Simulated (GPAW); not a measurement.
Crystal: Sb.

```xyz
4
Lattice="-4.0300 4.0300 2.0255 4.0300 -4.0300 2.0255 4.0300 4.0300 -2.0255" Properties=species:S:1:pos:R:3 pbc="T T T"
Sb    1.2192    5.2492    0.0000
Sb    2.8108    1.2192    0.0000
Sb    2.8108   -1.2192    2.0255
Sb    1.2192    2.8108    2.0255
```

This isn't the form of Sb at room conditions, which is rhombohedral.

Base run:

```yaml
Program: GPAW 26.7.0
Functional: PBEsol
Potentials_or_basis: PAW data sets generated in the run's folder for this functional
Cutoff: 600 eV
Basis: pw
k_mesh: 5 × 5 × 5
Occupations: fermi-dirac, width 0.05 eV
Spin: no spin polarisation
```

Its results: pressure -1.0 GPa; largest force 0.163 eV/Å.

Q: After a change of settings the same cell gave: pressure 0.5 GPa; largest force 0.068 eV/Å. Which change was it?
A. functional from PBEsol to r2SCAN; potentials or basis from PAW data sets generated in the run's folder for this functional to GPAW PAW data sets (gpaw-data 1.2.1)
B. k mesh from 5 × 5 × 5 to 7 × 7 × 7
C. functional from PBEsol to LDA; potentials or basis from PAW data sets generated in the run's folder for this functional to the program's PAW data sets (release 1.2.1) made for this functional

A: A.

Caveats: the PAW data sets were made with another functional, which shifts forces and pressure a little (some runs).

Not every run made on this cell is shown here.
